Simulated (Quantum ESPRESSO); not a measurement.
# Fe (P6_3/mmc) in Quantum ESPRESSO: single point with PBE

Aim: the single point of Fe with PBE.

Everything below comes from runs of Quantum ESPRESSO 7.5. Logs are shortened: lines on timing, memory, paths and dates and some standing lists are left out, and cuts for length are marked.

## (1) The crystal as given

The structure is hexagonal, space group P6_3/mmc (No. 194). Conventional cell: a = 2.434 Å, b = 2.434 Å, c = 3.842 Å, α = 90.00°, β = 90.00°, γ = 120.00°. Fe (site symmetry -6m2) has 12 Fe at 2.38 to 2.43 Å as nearest neighbours.

This isn't the form of Fe at room conditions, which is bcc.

## (2) Single point, PBE, collinear spin, ferromagnetic start

The input, pw.in:

```
&CONTROL
  calculation = 'scf'
  prefix = 'pwscf'
  outdir = './tmp'
  pseudo_dir = './pseudo'
  tprnfor = .true.
  tstress = .true.
  disk_io = 'nowf'
/
&SYSTEM
  ibrav = 0
  nat = 2
  ntyp = 1
  ecutwfc = 64
  ecutrho = 782
  nbnd = 27
  occupations = 'smearing'
  smearing = 'fd'
  degauss = 0.00367493
  nspin = 2
  starting_magnetization(1) = 0.2812
/
&ELECTRONS
  conv_thr = 4d-10
  electron_maxstep = 120
  mixing_beta = 0.3
/
ATOMIC_SPECIES
Fe    55.8450 Fe.pbe-spn-kjpaw_psl.0.2.1.UPF
CELL_PARAMETERS angstrom
   2.4341575853    0.0000000000    0.0000000000
  -1.2170787927    2.1080423057    0.0000000000
   0.0000000000    0.0000000000    3.8419344700
ATOMIC_POSITIONS crystal
Fe     0.6666666667    0.3333333333    0.7500000000
Fe     0.3333333333    0.6666666667    0.2500000000
K_POINTS automatic
12 12 7 0 0 0
```

Potentials or basis: SSSP 1.3 efficiency PBE.

Command:

```console
OMP_NUM_THREADS=1 pw.x -in pw.in > pw.out
```

pw.out:

```text
This program is part of the open-source Quantum ESPRESSO suite
     for quantum simulation of materials; please cite
         "P. Giannozzi et al., J. Phys.:Condens. Matter 21 395502 (2009);
         "P. Giannozzi et al., J. Phys.:Condens. Matter 29 465901 (2017);
         "P. Giannozzi et al., J. Chem. Phys. 152 154105 (2020);
     in publications or presentations arising from this work. More details at

     file Fe.pbe-spn-kjpaw_psl.0.2.1.UPF: wavefunction(s)  3D renormalized
     Message from routine setup:
     using ibrav=0 with symmetry is DISCOURAGED, use correct ibrav instead

     G-vector sticks info
     --------------------
     sticks:   dense  smooth     PW     G-vecs:    dense   smooth      PW
     Sum        1147     367    121                49043     9163    1665

     Using Slab Decomposition

     bravais-lattice index     =            0
     lattice parameter (alat)  =       4.5999  a.u.
     unit-cell volume          =     133.0377 (a.u.)^3
     number of atoms/cell      =            2
     number of atomic types    =            1
     number of electrons       =        32.00
     number of Kohn-Sham states=           27
     kinetic-energy cutoff     =      64.0000  Ry
     charge density cutoff     =     782.0000  Ry
     scf convergence threshold =      4.0E-10
     mixing beta               =       0.3000
     number of iterations used =            8  plain     mixing
     Exchange-correlation= SLA  PW   PBX  PBC
                           (   1   4   3   4   0   0   0)

     celldm(1)=   4.599891  celldm(2)=   0.000000  celldm(3)=   0.000000
     celldm(4)=   0.000000  celldm(5)=   0.000000  celldm(6)=   0.000000

     crystal axes: (cart. coord. in units of alat)
               a(1) = (   1.000000   0.000000   0.000000 )
               a(2) = (  -0.500000   0.866025   0.000000 )
               a(3) = (   0.000000   0.000000   1.578343 )

     reciprocal axes: (cart. coord. in units 2 pi/alat)
               b(1) = (  1.000000  0.577350 -0.000000 )
               b(2) = (  0.000000  1.154701  0.000000 )
               b(3) = (  0.000000 -0.000000  0.633576 )

     PseudoPot. # 1 for Fe read from file:
     Fe.pbe-spn-kjpaw_psl.0.2.1.UPF
     Pseudo is Projector augmented-wave + core cor, Zval = 16.0
     Generated using "atomic" code by A. Dal Corso  v.5.0.99 svn rev. 10869
     Shape of augmentation charge: PSQ
     Using radial grid of 1191 points,  6 beta functions with:
                l(1) =   0
                l(2) =   0
                l(3) =   1
                l(4) =   1
                l(5) =   2
                l(6) =   2
     Q(r) pseudized with 0 coefficients

     atomic species   valence    mass     pseudopotential
     Fe               16.00    55.84500     Fe( 1.00)

     Starting magnetic structure
     atomic species   magnetization
     Fe              0.281

     24 Sym. Ops., with inversion, found (12 have fractional translation)

   Cartesian axes

     site n.     atom                  positions (alat units)
         1        Fe     tau(   1) = (   0.5000000   0.2886751   1.1837569  )
         2        Fe     tau(   2) = (  -0.0000000   0.5773503   0.3945856  )

     number of k points=    76  Fermi-Dirac smearing, width (Ry)=  0.0037
                       cart. coord. in units 2pi/alat
        k(    1) = (   0.0000000   0.0000000   0.0000000), wk =   0.0009921
        k(    2) = (   0.0000000   0.0000000   0.0905109), wk =   0.0019841
        k(    3) = (   0.0000000   0.0000000   0.1810217), wk =   0.0019841
        k(    4) = (   0.0000000   0.0000000   0.2715326), wk =   0.0019841
        k(    5) = (   0.0000000   0.0962250   0.0000000), wk =   0.0059524
        k(    6) = (   0.0000000   0.0962250   0.0905109), wk =   0.0119048
[... 68 lines left out ...]
        k(   75) = (   0.3333333   0.5773503   0.1810217), wk =   0.0039683
        k(   76) = (   0.3333333   0.5773503   0.2715326), wk =   0.0039683

     Dense  grid:    49043 G-vectors     FFT dimensions: (  45,  45,  72)

     Smooth grid:     9163 G-vectors     FFT dimensions: (  24,  24,  40)

     Check: negative core charge=   -0.000025
     Generating pointlists ...
     new r_m :   0.4033 (alat units)  1.8554 (a.u.) for type    1

     Initial potential from superposition of free atoms

     starting charge      31.9991, renormalised to      32.0000
     Starting wfcs are   26 randomized atomic wfcs +    1 random wfcs

     Self-consistent Calculation

     iteration #  1     ecut=    64.00 Ry     beta= 0.30
     Davidson diagonalization with overlap
     ethr =  1.00E-02,  avg # of iterations =  4.3

     Threshold (ethr) on eigenvalues was too large:
     Diagonalizing with lowered threshold

     Davidson diagonalization with overlap
     ethr =  5.70E-04,  avg # of iterations =  2.2

     total energy              =    -658.36179179 Ry
     estimated scf accuracy    <       0.18097338 Ry

     total magnetization       =     5.52 Bohr mag/cell
     absolute magnetization    =     5.54 Bohr mag/cell

     iteration #  2     ecut=    64.00 Ry     beta= 0.30
     Davidson diagonalization with overlap
     ethr =  5.66E-04,  avg # of iterations =  1.0

     negative rho (up, down):  0.000E+00 4.289E-05

     total energy              =    -658.42198922 Ry
     estimated scf accuracy    <       0.08456971 Ry

     total magnetization       =     5.35 Bohr mag/cell
     absolute magnetization    =     5.39 Bohr mag/cell

     iteration #  3     ecut=    64.00 Ry     beta= 0.30
     Davidson diagonalization with overlap
     ethr =  2.64E-04,  avg # of iterations =  1.0

     negative rho (up, down):  0.000E+00 1.060E-04

     total energy              =    -658.44352102 Ry
     estimated scf accuracy    <       0.02711085 Ry

     total magnetization       =     5.00 Bohr mag/cell
     absolute magnetization    =     5.07 Bohr mag/cell

     iteration #  4     ecut=    64.00 Ry     beta= 0.30
     Davidson diagonalization with overlap
     ethr =  8.47E-05,  avg # of iterations =  1.4

     negative rho (up, down):  0.000E+00 1.022E-04

     total energy              =    -658.44499605 Ry
     estimated scf accuracy    <       0.01766612 Ry

     total magnetization       =     3.77 Bohr mag/cell
     absolute magnetization    =     3.94 Bohr mag/cell

     iteration #  5     ecut=    64.00 Ry     beta= 0.30
     Davidson diagonalization with overlap
     ethr =  5.52E-05,  avg # of iterations =  1.2

     negative rho (up, down):  0.000E+00 1.123E-04

     total energy              =    -658.44191461 Ry
     estimated scf accuracy    <       0.01778437 Ry

     total magnetization       =     4.38 Bohr mag/cell
     absolute magnetization    =     4.51 Bohr mag/cell

     iteration #  6     ecut=    64.00 Ry     beta= 0.30
     Davidson diagonalization with overlap
     ethr =  5.52E-05,  avg # of iterations =  1.1

     negative rho (up, down):  0.000E+00 3.111E-05

     total energy              =    -658.43461388 Ry
     estimated scf accuracy    <       0.01893339 Ry

     total magnetization       =     4.72 Bohr mag/cell
     absolute magnetization    =     4.84 Bohr mag/cell

     iteration #  7     ecut=    64.00 Ry     beta= 0.30
     Davidson diagonalization with overlap
     ethr =  5.52E-05,  avg # of iterations =  1.5

     negative rho (up, down):  0.000E+00 3.471E-05

     total energy              =    -658.47394166 Ry
     estimated scf accuracy    <       0.02088075 Ry

     total magnetization       =     2.55 Bohr mag/cell
     absolute magnetization    =     2.73 Bohr mag/cell

     iteration #  8     ecut=    64.00 Ry     beta= 0.30
     Davidson diagonalization with overlap
     ethr =  5.52E-05,  avg # of iterations =  1.0

     negative rho (up, down):  0.000E+00 1.242E-05

     total energy              =    -658.48079225 Ry
     estimated scf accuracy    <       0.02085343 Ry

     total magnetization       =     2.65 Bohr mag/cell
     absolute magnetization    =     2.82 Bohr mag/cell

     iteration #  9     ecut=    64.00 Ry     beta= 0.30
     Davidson diagonalization with overlap
     ethr =  5.52E-05,  avg # of iterations =  1.0

     total energy              =    -658.49165650 Ry
     estimated scf accuracy    <       0.01849412 Ry

     total magnetization       =     2.13 Bohr mag/cell
     absolute magnetization    =     2.31 Bohr mag/cell

     iteration # 10     ecut=    64.00 Ry     beta= 0.30
     Davidson diagonalization with overlap
     ethr =  5.52E-05,  avg # of iterations =  1.0

     total energy              =    -658.49892701 Ry
     estimated scf accuracy    <       0.01402714 Ry
[... 172 lines left out ...]
     iteration # 27     ecut=    64.00 Ry     beta= 0.30
     Davidson diagonalization with overlap
     ethr =  4.41E-08,  avg # of iterations =  1.5

     total energy              =    -658.51577580 Ry
     estimated scf accuracy    <       0.00000922 Ry

     total magnetization       =     0.02 Bohr mag/cell
     absolute magnetization    =     0.02 Bohr mag/cell

     iteration # 28     ecut=    64.00 Ry     beta= 0.30
     Davidson diagonalization with overlap
     ethr =  2.88E-08,  avg # of iterations =  1.0

     total energy              =    -658.51577869 Ry
     estimated scf accuracy    <       0.00000505 Ry

     total magnetization       =     0.02 Bohr mag/cell
     absolute magnetization    =     0.02 Bohr mag/cell

     iteration # 29     ecut=    64.00 Ry     beta= 0.30
     Davidson diagonalization with overlap
     ethr =  1.58E-08,  avg # of iterations =  1.5

     total energy              =    -658.51578094 Ry
     estimated scf accuracy    <       0.00000131 Ry

     total magnetization       =     0.01 Bohr mag/cell
     absolute magnetization    =     0.01 Bohr mag/cell

     iteration # 30     ecut=    64.00 Ry     beta= 0.30
     Davidson diagonalization with overlap
     ethr =  4.10E-09,  avg # of iterations =  1.8

     total energy              =    -658.51578074 Ry
     estimated scf accuracy    <       0.00000167 Ry

     total magnetization       =     0.01 Bohr mag/cell
     absolute magnetization    =     0.01 Bohr mag/cell

     iteration # 31     ecut=    64.00 Ry     beta= 0.30
     Davidson diagonalization with overlap
     ethr =  4.10E-09,  avg # of iterations =  1.5

     total energy              =    -658.51578230 Ry
     estimated scf accuracy    <       0.00000015 Ry

     total magnetization       =     0.00 Bohr mag/cell
     absolute magnetization    =     0.00 Bohr mag/cell

     iteration # 32     ecut=    64.00 Ry     beta= 0.30
     Davidson diagonalization with overlap
     ethr =  4.59E-10,  avg # of iterations =  2.0

     total energy              =    -658.51578249 Ry
     estimated scf accuracy    <       0.00000002 Ry

     total magnetization       =    -0.00 Bohr mag/cell
     absolute magnetization    =     0.00 Bohr mag/cell

     iteration # 33     ecut=    64.00 Ry     beta= 0.30
     Davidson diagonalization with overlap
     ethr =  6.71E-11,  avg # of iterations =  2.5

     total energy              =    -658.51578251 Ry
     estimated scf accuracy    <          5.8E-10 Ry

     total magnetization       =    -0.00 Bohr mag/cell
     absolute magnetization    =     0.00 Bohr mag/cell

     iteration # 34     ecut=    64.00 Ry     beta= 0.30
     Davidson diagonalization with overlap
     ethr =  1.81E-12,  avg # of iterations =  3.7

     Magnetic moment per site  (integrated on atomic sphere of radius R)
     atom   1 (R=0.403)  charge= 14.3839  magn=  0.0000
     atom   2 (R=0.403)  charge= 14.3839  magn=  0.0000

     End of self-consistent calculation

     Number of k-points >= 100: set verbosity='high' to print the bands.

     the Fermi energy is    21.6664 ev

!    total energy              =    -658.51578251 Ry
     total all-electron energy =     -5091.108854 Ry
     estimated scf accuracy    <          9.6E-11 Ry
     smearing contrib. (-TS)   =      -0.00143025 Ry
     internal energy E=F+TS    =    -658.51435227 Ry

     The total energy is F=E-TS. E is the sum of the following terms:
     one-electron contribution =    -192.55217001 Ry
     hartree contribution      =     120.83132571 Ry
     xc contribution           =     -69.57986258 Ry
     ewald contribution        =    -364.89648802 Ry
     one-center paw contrib.   =    -152.31715736 Ry

     total magnetization       =    -0.00 Bohr mag/cell
     absolute magnetization    =     0.00 Bohr mag/cell

     convergence has been achieved in  34 iterations

     Forces acting on atoms (cartesian axes, Ry/au):

     atom    1 type  1   force =     0.00000000    0.00000000    0.00000000
     atom    2 type  1   force =     0.00000000    0.00000000    0.00000000

     Total force =     0.000000     Total SCF correction =     0.000000

     Computing stress (Cartesian axis) and pressure

          total   stress  (Ry/bohr**3)                   (kbar)     P=       93.18
   0.00057855   0.00000000   0.00000000           85.11        0.00        0.00
   0.00000000   0.00057855   0.00000000            0.00       85.11        0.00
   0.00000000   0.00000000   0.00074321            0.00        0.00      109.33

=------------------------------------------------------------------------------=
   JOB DONE.
=------------------------------------------------------------------------------=
```

Wall time 5 min (1 thread of Arm Neoverse V1, shared host); peak memory 0.28 GiB.

What came out:

```
Free energy                                           : -8959.5637 eV
Pressure                                              : 9.3 GPa
Band gap on the k mesh                                : none (metal or under the smearing width)
Net moment                                            : 0.00 μB per cell
Absolute moment                                       : 0.00 μB per cell
Valence electrons inside the program's atomic spheres : Fe 14.38
```

Levels at points of the mesh, in eV from the Fermi level:
Spin up:
| k point | band 14 | band 15 | band 16 | band 17 | band 18 | band 19 |
| --- | --- | --- | --- | --- | --- | --- |
| (0.00, 0.00, 0.00) | -1.27 | -1.27 | -0.92 | -0.92 | 0.48 | 0.74 |
| (0.00, -0.50, 0.00) | -1.63 | -1.14 | 0.84 | 1.08 | 1.13 | 2.76 |
Spin down:
```tsv
k point	band 14	band 15	band 16	band 17	band 18	band 19
(0.00, 0.00, 0.00)	-1.27	-1.27	-0.92	-0.92	0.48	0.74
(0.00, -0.50, 0.00)	-1.63	-1.14	0.84	1.08	1.13	2.76
```

Caveat: the starting moments collapsed, and a magnetic state may lie lower.
